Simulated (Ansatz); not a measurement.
# B (Pmmn) in Ansatz: single point with PBE

Aim: the single point of B with PBE.

Everything below comes from runs of Ansatz 0.2.0. Logs are shortened: lines on timing, memory, paths and dates and some standing lists are left out, and cuts for length are marked.

## (1) The structure

The structure is orthorhombic, space group Pmmn (No. 59). The conventional cell has a = 1.625 Å, b = 2.866 Å, c = 3.914 Å, α = 90.00°, β = 90.00°, γ = 90.00°. B (site symmetry mm2) is surrounded by 6 B at 1.62 to 1.86 Å.

The cell was built by a generator and needn't be a form met in nature.

## (2) Single point, PBE

The input, input.yaml:

```yaml
crystal:
  lattice:
    - [1.62456, 0.0, 0.0]
    - [0.0, 2.86615, 0.0]
    - [0.0, 0.0, 3.9144]
  atoms:
    - { symbol: B, position: [0.0, 0.5, 0.60926] }
    - { symbol: B, position: [0.5, 0.0, 0.39074] }
kpoints:
  mp_grid: { grid: [10, 5, 4] }
scf:
  occupations: { method: fermi_dirac, width: 0.03 }
hamiltonian:
  xc: pbe
  pseudopotentials: { kind: all_electron, lapw: { basis_error: 0.002 } }
output:
  forces: true
  stress: true
  eigenvalues: true
```

Potentials or basis: all-electron LAPW, scalar-relativistic.

Command:

```bash
ansatz run input.yaml --threads 1 --pin off --max-ram 3072MiB --backend cpu --events-out ev --progress --plain --runs-dir out
```

Standard output:

```text
Warning: RAYON_NUM_THREADS=1 ignored (pool sized by the plan → 1); use --threads N
LAPW: plane waves up to 9.176 Å⁻¹, error target 2.0e-3 eV per atom; small_component_spin mean_spin; B in spheres of 0.812 Å, 5 of its electrons in bands, Dirac shells [] (how accurate: hamiltonian.pseudopotentials.lapw.basis_error, Limitations)
Engine: ansatz 0.2.0, x86_64-unknown-linux-gnu
Pseudopotentials: kind: all_electron
Pseudopotential: B, LAPW, valence charge 5, lapw/all_electron/scalar/gaussian/B, Koelling and Harmon's equation, gaussian nucleus
Functional definition: PBE
  parameter kappa = 0.804
  parameter beta = 0.06672455060314922
  exchange = pbe_x(kappa = kappa, mu = beta*pi^2/3)
  correlation = pbe_c(beta = beta)
Crystal: 2 atoms, lattice volume = 18.226 Å³
Basis set: ecut = 320.8017480428713 eV, 251 PW (Γ), exchange–correlation at level 2
Bands: 9, of which v1, the nominal top of the filled ones, is band 5 counted from 1 (4 counted from 0)
Symmetry: 8 space group operations
Space group: Pmmn (ITA 59), of the structure as read, at distance tolerance 2.6e-5 Å
k-points: 54 of 200
Non-local potential: B, projectors of the file, none
Initial density: superposition of atomic densities (chi_scale 0.1, normalization cell)
Initial wavefunctions: plane waves of lowest kinetic energy (no species holds an atomic orbital)
Functional: x = pbe(κ = 0.804, μ = 0.2195149727645171), c = pbe(β = 0.06672455060314922)
iter 1 solved again at ethr=1.61e-2 eV; its pass at ethr=1.00e-1 eV (dr2=1.61e0 eV) is discarded
SCF iter   1: F=—  HF=-1352.117347 eV  |F-HF|=—  |Δ(HF+E_count)|=         —  Δρ=7.93e-2  dr2=1.61e0  ethr=1.61e-2  ⟨swp⟩=2.0  Hψ=3637  notcnv=0
preconditioner: auto → none  [insulator: Δε(μ)=0.117 eV  Ē_g=14.999 eV  σ=0.030 eV  W_gap=0.62  n_scr=4 (ndim 8)  ℏωp=21.3 eV  f_vac=0.000  D(μ)=0.72/eV (n_scr^D=4)  ε∞_Penn≈3.0]
iter 2 solved again at ethr=1.08e-3 eV; its pass at ethr=1.61e-2 eV (dr2=1.08e-1 eV) is discarded
SCF iter   2: F=—  HF=-1351.457217 eV  |F-HF|=—  |Δ(HF+E_count)|=   6.60e-1  Δρ=2.56e-2  dr2=1.07e-1  ethr=1.08e-3  ⟨swp⟩=2.0  Hψ=2668  notcnv=0
SCF iter   3: F=—  HF=-1351.421110 eV  |F-HF|=—  |Δ(HF+E_count)|=         —  Δρ=4.82e-3  dr2=2.65e-3  ethr=1.07e-3  ⟨swp⟩=2.9  Hψ=1417  notcnv=0
the basis was enlarged: its passes take 63.8 KiB over the memory plan, 1 of 1 planned eigensolver slots
SCF iter   4: F=—  HF=-1351.421077 eV  |F-HF|=—  |Δ(HF+E_count)|=   3.33e-5  Δρ=7.22e-4  dr2=4.53e-5  ethr=2.65e-5  ⟨swp⟩=2.0  Hψ=1253  notcnv=0
SCF iter   5: F=—  HF=-1351.421106 eV  |F-HF|=—  |Δ(HF+E_count)|=   2.91e-5  Δρ=5.26e-5  dr2=5.28e-7  ethr=4.53e-7  ⟨swp⟩=2.3  Hψ=1106  notcnv=0
SCF iter   6: F=-1351.421106 eV  HF=-1351.421106 eV  |F-HF|=3.35e-9  |Δ(HF+E_count)|=   2.07e-7  Δρ=5.67e-6  dr2=3.13e-9  ethr=5.28e-9  ⟨swp⟩=3.0  Hψ=1232  notcnv=0
SCF 1 converged in 6 iterations: F = -1351.421106 eV  dr2 = 3.13e-9
SCF converged after 6 iterations
Free energy (F): -1351.421106 eV
Harris-Foulkes:  -1351.421106 eV  (|F-HF|=3.35e-9)
Internal energy: -1351.419618 eV  (E = F + TS)
E sigma→0 (E₀):  -1351.420362 eV
Entropy (-TS):   -0.001488 eV (-0.744 meV/atom)
Fermi energy:    6.967714 eV
--- Per-component energies (eV) ---
  E_band       = -667.928480
  E_kinetic    = 1345.186025
  E_xc         = -221.417958
  E_electrostatic = -2475.187684  (all electrons and nuclei)
  E_smearing   = -0.001488  (= −TS)
  E_closure    = 0.000000  (closes the sum)
  E_atoms      = -1338.974124  (free atoms, spherical and without spin; not in F)
  Σ components = -1351.421106   (vs F -1351.421106, Δ=0.00e0)
  Basis errors (estimates in eV, not in F): energy 1.5e-3 per atom: plane waves 1.4e-3 (8.5e-4 summed), levels above the bands 1.4e-133, relativity 4.3e-9, radial functions 3.9e-5, core shells 0.0e0; eigenvalues (radial functions only) 4.0e-6; not estimated: angular momenta, meshes, grids; target (lapw.basis_error) 2.0e-3; muffin-tin radii B 0.812 Å
--- Forces (eV/Å), atoms counted from 1 ---
  atom   1  B      0.00000000     0.00000000    -0.16220888
  atom   2  B      0.00000000     0.00000000     0.16220888
  max |Σ_I F_I| component: 0.00e0 eV/Å
--- Stress (GPa, compression-positive) ---
       -0.914823       0.000000       0.000000
        0.000000       2.463501       0.000000
        0.000000       0.000000      -0.925679
  P = ⅓ Tr σ = 0.2077 GPa (2.077 kbar)
--- Band table (eV; the first three rows and the last of 54) ---
  k-point 0: bands = ["-166.8485", "-166.8377", "-8.9433", "1.2800", "1.8608", "4.7450", "10.1282", "15.4275", "18.5651"]
  k-point 1: bands = ["-166.8485", "-166.8377", "-8.8237", "-0.0868", "1.9085", "6.7943", "10.2276", "14.8437", "17.7768"]
  k-point 2: bands = ["-166.8485", "-166.8377", "-8.6943", "-0.9657", "1.9572", "8.5501", "10.3118", "14.3457", "17.3421"]
  k-point 53: bands = ["-166.8159", "-166.8159", "0.9732", "0.9732", "11.0325", "11.0325", "14.2659", "14.2659", "16.0742"]
```

Wall time 5.4 s (1 thread of Intel Xeon at 2.50GHz (Skylake/Cascade Lake), shared host); peak memory 0.23 GiB.

Results:

- Free energy: -1351.4211 eV
- Pressure: 0.2 GPa
- Largest force: 0.162 eV/Å
- Band gap on the k mesh: none (metal or under the smearing width)

Forces on the atoms (eV/Å):
```
B    0.000  0.000 -0.162
B    0.000  0.000  0.162
```

Levels at points of the mesh, in eV from the Fermi level:
| k point | band 3 | band 4 | band 5 | band 6 | band 7 | band 8 | band 9 |
| --- | --- | --- | --- | --- | --- | --- | --- |
| (0.00, 0.00, 0.00) | -15.91 | -5.69 | -5.11 | -2.22 | 3.16 | 8.46 | 11.60 |
| (0.00, 0.00, -0.50) | -15.66 | -7.93 | -5.01 | 1.58 | 3.34 | 7.38 | 10.37 |
| (-0.50, 0.00, 0.00) | -6.80 | -6.80 | 6.70 | 6.70 | 7.63 | 7.63 | 10.89 |
| (-0.50, 0.00, -0.50) | -6.73 | -6.73 | 5.62 | 5.62 | 7.69 | 7.69 | 11.04 |

Caveat: the k mesh is coarse (spacing up to 0.44 Å⁻¹), so the values aren't converged; the k mesh is thin for a metal, which can move the energy by tens of meV per atom; this functional lacks dispersion, which binds the layers, so the pressure and a relaxed spacing across them are unreliable.
